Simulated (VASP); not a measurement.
# BeTe (F-43m) in VASP: further runs

The runs below take BeTe through band structure, with r2SCAN-EpsX, PBE0.

Everything below comes from runs of VASP 6.6.1. Logs are shortened: lines on timing, memory, paths and dates and some standing lists are left out, and cuts for length are marked.

**1. The crystal as given**

It takes space group F-43m (No. 216, cubic). The conventional cell has a = 5.540 Å, b = 5.540 Å, c = 5.540 Å, α = 90.00°, β = 90.00°, γ = 90.00°. Te (site symmetry -43m) is surrounded by 4 Be at 2.40 Å. Around Be (site symmetry -43m) lie 4 Te at 2.40 Å.

**2. Band structure, r2SCAN-EpsX**

File POSCAR:

```
BeTe
1.0
    0.0000000000      2.7700000000      2.7700000000
    2.7700000000      0.0000000000      2.7700000000
    2.7700000000      2.7700000000      0.0000000000
Te Be
1 1
Direct
    0.7500000000      0.7500000000      0.7500000000
    0.0000000000      0.0000000000      0.0000000000
```

File INCAR.step1:

```
PREC = Accurate ; ENCUT = 520
EDIFF = 1E-8 ; ISMEAR = -1
SIGMA = 0.05 ; LREAL = F
LASPH = T ; NELM = 100
ALGO = Normal ; ISIF = 2
LWAVE = F ; LCHARG = F
GGA = PE ; LEPSILON = T
```

File KPOINTS.step1:

```
Automatic mesh
0
G
  8 8 8
  0 0 0
```

File INCAR.step2:

```
PREC = Accurate ; ENCUT = 520
EDIFF = 1E-5 ; ISMEAR = -1
SIGMA = 0.05 ; LREAL = F
LASPH = T ; NELM = 100
ALGO = Normal ; ISIF = 2
LWAVE = T ; LCHARG = F
GGA = PE
```

File KPOINTS.step2:

```
Automatic mesh
0
Gamma
  4 4 4
```

File INCAR.step3:

```
PREC = Accurate ; ENCUT = 520
EDIFF = 1E-6 ; ISMEAR = -1
SIGMA = 0.05 ; LREAL = F
LASPH = T ; NELM = 100
ALGO = Normal ; ISIF = 2
LWAVE = F ; LCHARG = F
METAGGA = R2SCAN ; LHFCALC = T
AEXX = 0.13 ; LMIXTAU = T
PRECFOCK = Normal ; ISTART = 1
```

File KPOINTS.step3:

```
Automatic mesh
0
Gamma
  4 4 4
```

File KPOINTS_OPT:

```
path GXWKGLUWLK,UX
12
line-mode
reciprocal
 0.0000000000  0.0000000000  0.0000000000  G
 0.5000000000  0.0000000000  0.5000000000  X

 0.5000000000  0.0000000000  0.5000000000  X
 0.5000000000  0.2500000000  0.7500000000  W

 0.5000000000  0.2500000000  0.7500000000  W
 0.3750000000  0.3750000000  0.7500000000  K

 0.3750000000  0.3750000000  0.7500000000  K
 0.0000000000  0.0000000000  0.0000000000  G

 0.0000000000  0.0000000000  0.0000000000  G
 0.5000000000  0.5000000000  0.5000000000  L

 0.5000000000  0.5000000000  0.5000000000  L
 0.6250000000  0.2500000000  0.6250000000  U

 0.6250000000  0.2500000000  0.6250000000  U
 0.5000000000  0.2500000000  0.7500000000  W

 0.5000000000  0.2500000000  0.7500000000  W
 0.5000000000  0.5000000000  0.5000000000  L

 0.5000000000  0.5000000000  0.5000000000  L
 0.3750000000  0.3750000000  0.7500000000  K

 0.6250000000  0.2500000000  0.6250000000  U
 0.5000000000  0.0000000000  0.5000000000  X
```

Potentials or basis: VASP PAW PBE potentials, release 64 (Te, Be).

Command:

```console
$ cat potpaw_PBE.64/Te/POTCAR potpaw_PBE.64/Be/POTCAR > POTCAR
$ cp INCAR.step1 INCAR
$ cp KPOINTS.step1 KPOINTS
$ mpirun -np 1 vasp_std > vasp.out
$ cp INCAR.step2 INCAR
$ cp KPOINTS.step2 KPOINTS
$ mpirun -np 1 vasp_std > vasp.out
$ cp INCAR.step3 INCAR
$ cp KPOINTS.step3 KPOINTS
$ mpirun -np 1 vasp_std > vasp.out
```

OUTCAR:

```text
PREC = Accurate
   ENCUT = 520
   EDIFF = 1E-6
   ISMEAR = -1
   LREAL = F
   LASPH = T
   NELM = 100
   ISIF = 2
   METAGGA = R2SCAN
   LHFCALC = T
   AEXX = 0.13
   PRECFOCK = Normal
   ISTART = 1

 ion  position               nearest neighbor table
   1  0.750  0.750  0.750-   2 2.40   2 2.40   2 2.40   2 2.40
   2  0.000  0.000  0.000-   1 2.40   1 2.40   1 2.40   1 2.40

  LATTYP: Found a face centered cubic cell.
 ALAT       =     5.5400000000

  Lattice vectors:

 A1 = (   0.0000000000,   2.7700000000,   2.7700000000)
 A2 = (   2.7700000000,   0.0000000000,   2.7700000000)
 A3 = (   2.7700000000,   2.7700000000,   0.0000000000)

Analysis of symmetry for initial positions (statically):
=====================================================================
 Subroutine PRICEL returns:
 Original cell was already a primitive cell.

 Routine SETGRP: Setting up the symmetry group for a
 face centered cubic supercell.

 Subroutine GETGRP returns: Found 24 space group operations
 (whereof 24 operations were pure point group operations)
 out of a pool of 48 trial point group operations.

The static configuration has the point symmetry T_d .

Analysis of symmetry for dynamics (positions and initial velocities):
=====================================================================
 Subroutine PRICEL returns:
 Original cell was already a primitive cell.

 Routine SETGRP: Setting up the symmetry group for a
 face centered cubic supercell.

 Subroutine GETGRP returns: Found 24 space group operations
 (whereof 24 operations were pure point group operations)
 out of a pool of 48 trial point group operations.

The dynamic configuration has the point symmetry T_d .

 Subroutine INISYM returns: Found 24 space group operations
 (whereof 24 operations are pure point group operations),
 and found     1 'primitive' translations

----------------------------------------------------------------------------------------

                                     Primitive cell

  volume of cell :      42.5079

  direct lattice vectors                    reciprocal lattice vectors
     0.000000000  2.770000000  2.770000000    -0.180505415  0.180505415  0.180505415
     2.770000000  0.000000000  2.770000000     0.180505415 -0.180505415  0.180505415
     2.770000000  2.770000000  0.000000000     0.180505415  0.180505415 -0.180505415

  length of vectors
     3.917371568  3.917371568  3.917371568     0.312644550  0.312644550  0.312644550

  position of ions in fractional coordinates (direct lattice)
     0.750000000  0.750000000  0.750000000
     0.000000000  0.000000000  0.000000000

  ion indices of the primitive-cell ions
   primitive index   ion index
                 1           1
                 2           2

----------------------------------------------------------------------------------------

 KPOINTS: Automatic mesh

Automatic generation of k-mesh.
 Grid dimensions read from file:
 generate k-points for:    4    4    4

 Generating k-lattice:

  Cartesian coordinates                     Fractional coordinates (reciprocal lattice)
    -0.045126354  0.045126354  0.045126354     0.250000000  0.000000000  0.000000000
     0.045126354 -0.045126354  0.045126354     0.000000000  0.250000000  0.000000000
     0.045126354  0.045126354 -0.045126354     0.000000000  0.000000000  0.250000000

  Length of vectors
     0.078161138  0.078161138  0.078161138

  Shift w.r.t. Gamma in fractional coordinates (k-lattice)
     0.000000000  0.000000000  0.000000000

 Subroutine IBZKPT returns following result:
 ===========================================

 Found      8 irreducible k-points:

 Following reciprocal coordinates:
            Coordinates               Weight
  0.000000  0.000000  0.000000      1.000000
  0.250000  0.000000  0.000000      8.000000
  0.500000  0.000000  0.000000      4.000000
  0.250000  0.250000  0.000000      6.000000
  0.500000  0.250000  0.000000     24.000000
 -0.250000  0.250000  0.000000     12.000000
  0.500000  0.500000  0.000000      3.000000
[... 44 lines left out ...]
 fundamental gap:      2.8439025527
 Fermi energy:         6.1623784676

 k-point     1 :       0.0000    0.0000    0.0000
  band No.  band energies     occupation
      1      -8.5644      2.00000
      2       5.1271      2.00000
      3       5.1271      2.00000
      4       5.1271      2.00000
      5       9.8287      0.00000
      6       9.8287      0.00000
      7       9.8287      0.00000
      8      10.6808      0.00000

 k-point     2 :       0.2500    0.0000    0.0000
  band No.  band energies     occupation
      1      -7.8975      2.00000
      2       1.3713      2.00000
      3       4.3503      2.00000
      4       4.3503      2.00000
      5       9.7365      0.00000
      6      10.8112      0.00000
      7      10.8112      0.00000
      8      13.9090      0.00000

 k-point     3 :       0.5000    0.0000    0.0000
  band No.  band energies     occupation
      1      -6.9114      2.00000
      2      -1.2709      2.00000
      3       3.8139      2.00000
      4       3.8139      2.00000
      5       9.5030      0.00000
      6      10.8587      0.00000
      7      10.8587      0.00000
      8      14.3583      0.00000

 k-point     4 :       0.2500    0.2500    0.0000
  band No.  band energies     occupation
      1      -7.6693      2.00000
      2       1.9141      2.00000
      3       3.1794      2.00000
      4       3.1794      2.00000
      5       8.6998      0.00000
      6      10.6981      0.00000
      7      13.1008      0.00000
      8      13.1008      0.00000

 k-point     5 :       0.5000    0.2500    0.0000
  band No.  band energies     occupation
      1      -6.6531      2.00000
      2      -0.4455      2.00000
      3       1.6954      2.00000
      4       2.7837      2.00000
      5       9.0867      0.00000
      6      11.9680      0.00000
      7      13.2325      0.00000
      8      13.4703      0.00000

 k-point     6 :      -0.2500    0.2500    0.0000
  band No.  band energies     occupation
      1      -7.0132      2.00000
      2       0.1593      2.00000
      3       1.4729      2.00000
      4       3.7327      2.00000
      5      10.0340      0.00000
      6      12.0171      0.00000
      7      12.7565      0.00000
      8      13.3572      0.00000

 k-point     7 :       0.5000    0.5000    0.0000
  band No.  band energies     occupation
      1      -6.2926      2.00000
      2      -0.7760      2.00000
      3       2.0539      2.00000
      4       2.0539      2.00000
      5       7.9710      0.00000
      6       8.7245      0.00000
      7      16.9585      0.00000
      8      16.9585      0.00000

 k-point     8 :      -0.2500    0.5000    0.2500
  band No.  band energies     occupation
      1      -6.2477      2.00000
      2      -0.1497      2.00000
      3       0.8463      2.00000
      4       1.4275      2.00000
      5      11.5433      0.00000
      6      11.9058      0.00000
      7      12.2210      0.00000
      8      12.8069      0.00000

------------------------ aborting loop because EDIFF is reached ----------------------------------------

  FORCE on cell =-STRESS in cart. coord.  units (eV):
  Direction    XX          YY          ZZ          XY          YZ          ZX
  --------------------------------------------------------------------------------------
  -------------------------------------------------------------------------------------
  Total        1.1511187      1.1511187      1.1511187      0.0000000      0.0000000     -0.0000000
  in kB       43.3871778     43.3871778     43.3871778      0.0000000      0.0000000     -0.0000000
  external PRESSURE =      43.3871778 kB  Pullay stress =       0.0000000 kB

 VOLUME and BASIS-vectors are now :
 -----------------------------------------------------------------------------
  energy-cutoff  :      520.00
  volume of cell :       42.51
      direct lattice vectors                 reciprocal lattice vectors
     0.000000000  2.770000000  2.770000000    -0.180505415  0.180505415  0.180505415
     2.770000000  0.000000000  2.770000000     0.180505415 -0.180505415  0.180505415
     2.770000000  2.770000000  0.000000000     0.180505415  0.180505415 -0.180505415

 POSITION                                       TOTAL-FORCE (eV/Angst)
 -----------------------------------------------------------------------------------
      4.15500      4.15500      4.15500        -0.000000     -0.000000     -0.000000
      0.00000      0.00000      0.00000         0.000000      0.000000      0.000000
 -----------------------------------------------------------------------------------
    total drift:                               -0.000000     -0.000000     -0.000000

  FREE ENERGIE OF THE ION-ELECTRON SYSTEM (eV)
  ---------------------------------------------------
  free  energy   TOTEN  =       -28.4970138665 eV

  energy  without entropy=      -28.4970138664  energy(sigma->0) =      -28.49701387
```

It took 36 min on 1 thread of AMD EPYC 7R43 (Zen 3), shared host; peak memory 0.21 GiB.

Results:

| Property | Result |
| --- | --- |
| Free energy | -28.4970 eV |
| Pressure | 4.3 GPa |
| Band gap on the k mesh | 2.84 eV, indirect (least direct gap 4.70 eV) |

Levels at the corners of the path, in eV from the valence-band top:
| point | band 1 | band 2 | band 3 | band 4 | band 5 | band 6 | band 7 | band 8 |
| --- | --- | --- | --- | --- | --- | --- | --- | --- |
| Γ | -13.77 | -0.08 | -0.08 | -0.08 | 4.62 | 4.62 | 4.62 | 5.48 |
| X | -11.50 | -5.98 | -3.15 | -3.15 | 2.77 | 3.52 | 11.75 | 11.76 |
| X | -11.50 | -5.98 | -3.15 | -3.15 | 2.77 | 3.52 | 11.75 | 11.75 |
| W | -11.45 | -5.35 | -4.36 | -3.78 | 6.34 | 6.70 | 7.02 | 7.60 |
| W | -11.45 | -5.35 | -4.36 | -3.78 | 6.34 | 6.70 | 7.02 | 7.60 |
| K | -11.33 | -5.37 | -4.37 | -2.48 | 3.58 | 6.45 | 9.53 | 10.01 |
| K | -11.33 | -5.37 | -4.37 | -2.48 | 3.58 | 6.45 | 9.53 | 10.02 |
| Γ | -13.77 | -0.08 | -0.08 | -0.08 | 4.62 | 4.62 | 4.62 | 5.48 |
| Γ | -13.77 | -0.08 | -0.08 | -0.08 | 4.62 | 4.62 | 4.62 | 5.48 |
| L | -12.12 | -6.48 | -1.39 | -1.39 | 4.30 | 5.65 | 5.65 | 9.15 |
| L | -12.12 | -6.48 | -1.39 | -1.39 | 4.30 | 5.65 | 5.65 | 9.15 |
| U | -11.33 | -5.37 | -4.37 | -2.48 | 3.58 | 6.45 | 9.53 | 10.01 |
| U | -11.33 | -5.37 | -4.37 | -2.48 | 3.58 | 6.45 | 9.53 | 10.01 |
| W | -11.45 | -5.35 | -4.36 | -3.78 | 6.34 | 6.70 | 7.02 | 7.60 |
| W | -11.45 | -5.35 | -4.36 | -3.78 | 6.34 | 6.70 | 7.02 | 7.60 |
| L | -12.12 | -6.48 | -1.39 | -1.39 | 4.30 | 5.65 | 5.65 | 9.15 |
| L | -12.12 | -6.48 | -1.39 | -1.39 | 4.30 | 5.65 | 5.65 | 9.15 |
| K | -11.33 | -5.37 | -4.37 | -2.48 | 3.58 | 6.45 | 9.53 | 10.01 |
| U | -11.33 | -5.37 | -4.37 | -2.48 | 3.58 | 6.45 | 9.53 | 10.01 |
| X | -11.50 | -5.98 | -3.15 | -3.15 | 2.77 | 3.52 | 11.75 | 11.75 |

Caveat: the k mesh is coarse (spacing up to 0.49 Å⁻¹), so the values aren't converged, least of all with exact exchange; an unscreened hybrid on a path of extra k points without a Coulomb cutoff has errors near the mesh points, so the bands along the path aren't reliable; the PAW data sets were made with another functional, which shifts forces and pressure a little; spin-orbit coupling is left out, which moves the levels of the heavy elements. A k mesh can miss the band edges.

**3. Band structure, PBE0**

POSCAR is that of step 2.

File INCAR.step1:

```
SYSTEM = BeTe
PREC     = Accurate       ! precision mode
ENCUT    = 520            ! plane-wave cutoff, eV
EDIFF    = 1E-5           ! SCF threshold, eV
ISMEAR   = -1             ! smearing method
SIGMA    = 0.05           ! smearing width, eV
LREAL    = .False.        ! projectors in reciprocal space
LASPH    = .True.         ! aspherical terms in the spheres
NELM     = 80             ! most SCF steps
ALGO     = Normal         ! electronic algorithm
ISIF     = 2              ! what is computed and relaxed
LWAVE    = .True.         ! write WAVECAR
LCHARG   = .False.        ! write CHGCAR
NBANDS   = 11             ! bands
GGA      = PE             ! functional
```

File INCAR.step2:

```
SYSTEM = BeTe
PREC     = Accurate       ! precision mode
ENCUT    = 520            ! plane-wave cutoff, eV
EDIFF    = 1E-6           ! SCF threshold, eV
ISMEAR   = -1             ! smearing method
SIGMA    = 0.05           ! smearing width, eV
LREAL    = .False.        ! projectors in reciprocal space
LASPH    = .True.         ! aspherical terms in the spheres
NELM     = 80             ! most SCF steps
ALGO     = Normal         ! electronic algorithm
ISIF     = 2              ! what is computed and relaxed
LWAVE    = .False.        ! write WAVECAR
LCHARG   = .False.        ! write CHGCAR
GGA      = PE             ! functional
LHFCALC  = .True.         ! exact exchange
AEXX     = 0.25           ! exact-exchange fraction
PRECFOCK = Fast         
NBANDS   = 11             ! bands
ISTART   = 1            
HFRCUT   = -1
```

File KPOINTS:

```
Automatic mesh
0
Gamma
  4 4 4
  0 0 0
```

KPOINTS_OPT is that of step 2.

Potentials or basis: VASP PAW PBE potentials, release 64 (Te, Be).

Command:

```console
$ cat potpaw_PBE.64/Te/POTCAR potpaw_PBE.64/Be/POTCAR > POTCAR
$ cp INCAR.step1 INCAR
$ mpirun -np 1 vasp_std > vasp.out
$ cp INCAR.step2 INCAR
$ mpirun -np 1 vasp_std > vasp.out
```

It took 12 min on 1 thread of AMD EPYC 7R43 (Zen 3), shared host; peak memory 0.15 GiB.

It converged, with:

```
Free energy             : -9.2410 eV
Pressure                : 3.5 GPa
Band gap on the k mesh  : 3.20 eV, indirect (least direct gap 5.13 eV)
Band gap along the path : 3.20 eV, indirect (least direct gap 5.13 eV)
```

Levels at the corners of the path, in eV from the valence-band top:
```csv
point,band 1,band 2,band 3,band 4,band 5,band 6,band 7,band 8,band 9
Γ,-13.90,0.00,0.00,0.00,5.13,5.13,5.13,5.70,10.19
X,-11.61,-6.03,-3.13,-3.13,3.20,4.01,12.17,12.17,13.92
X,-11.61,-6.03,-3.13,-3.13,3.20,4.01,12.17,12.17,13.92
W,-11.55,-5.38,-4.35,-3.76,6.83,7.13,7.39,8.14,13.22
W,-11.55,-5.38,-4.35,-3.76,6.83,7.13,7.39,8.14,13.22
K,-11.62,-5.60,-4.58,-2.65,4.04,6.92,10.02,10.40,11.18
K,-11.62,-5.60,-4.58,-2.65,4.04,6.92,10.02,10.40,11.18
Γ,-13.90,0.00,0.00,0.00,5.13,5.13,5.13,5.70,10.19
Γ,-13.90,0.00,0.00,0.00,5.13,5.13,5.13,5.70,10.19
L,-12.23,-6.54,-1.34,-1.34,4.69,6.17,6.17,9.54,13.09
L,-12.23,-6.54,-1.34,-1.34,4.69,6.17,6.17,9.54,13.09
U,-11.62,-5.60,-4.58,-2.65,4.04,6.92,10.02,10.40,11.18
U,-11.62,-5.60,-4.58,-2.65,4.04,6.92,10.02,10.40,11.18
W,-11.55,-5.38,-4.35,-3.76,6.83,7.13,7.39,8.14,13.22
W,-11.55,-5.38,-4.35,-3.76,6.83,7.13,7.39,8.14,13.22
L,-12.23,-6.54,-1.34,-1.34,4.69,6.17,6.17,9.54,13.09
L,-12.23,-6.54,-1.34,-1.34,4.69,6.17,6.17,9.54,13.09
K,-11.62,-5.60,-4.58,-2.65,4.04,6.92,10.02,10.40,11.18
U,-11.62,-5.60,-4.58,-2.65,4.04,6.92,10.02,10.40,11.18
X,-11.61,-6.03,-3.13,-3.13,3.20,4.01,12.17,12.17,13.92
```

Caveat: the k mesh is coarse (spacing up to 0.49 Å⁻¹), so the values aren't converged, least of all with exact exchange; the PAW data sets were made with another functional, which shifts forces and pressure a little; spin-orbit coupling is left out, which moves the levels of the heavy elements.

**4. For comparison**

An earlier run on the cell as given: functional PBEsol; potentials or basis VASP PAW PBE potentials, release 64 (Te, Be); cutoff 520 eV; k mesh 8 × 8 × 8; occupations fermi-dirac, width 0.05 eV; no spin polarisation.

- Pressure: 2.5 GPa
- Band gap on the k mesh: 1.73 eV, indirect (least direct gap 3.55 eV)

**5. The runs side by side**

| task | level | k mesh | grid for exact exchange (PRECFOCK) | exchange at q = 0 | share of exact exchange | ladder | mesh quality | gap on the mesh (eV) | pressure (GPa) |
| --- | --- | --- | --- | --- | --- | --- | --- | --- | --- |
| band structure | r2SCAN-EpsX | 4 × 4 × 4 | Normal | default | 0.13 | - | coarse | 2.84 | 4.3 |
| band structure | PBE0 | 4 × 4 × 4 | Fast | truncated | - | - | coarse | 3.20 | 3.5 |
| single point | PBEsol | 8 × 8 × 8 | - | - | - | free | not flagged | 1.73 | 2.5 |

Alike in all rows: potentials or basis VASP PAW PBE potentials, release 64 (Te, Be); no spin polarisation; cell as given; cutoff (eV) 520; smearing fermi-dirac 0.05 eV.

Caveats: some runs use coarse meshes; the PAW data sets were made with another functional, which shifts forces and pressure a little; spin-orbit coupling is left out, which moves the levels of the heavy elements; an unscreened hybrid on a path of extra k points without a Coulomb cutoff has errors near the mesh points, so the bands along the path aren't reliable (some runs).

Absolute energies hang on the potentials; compare differences alone.
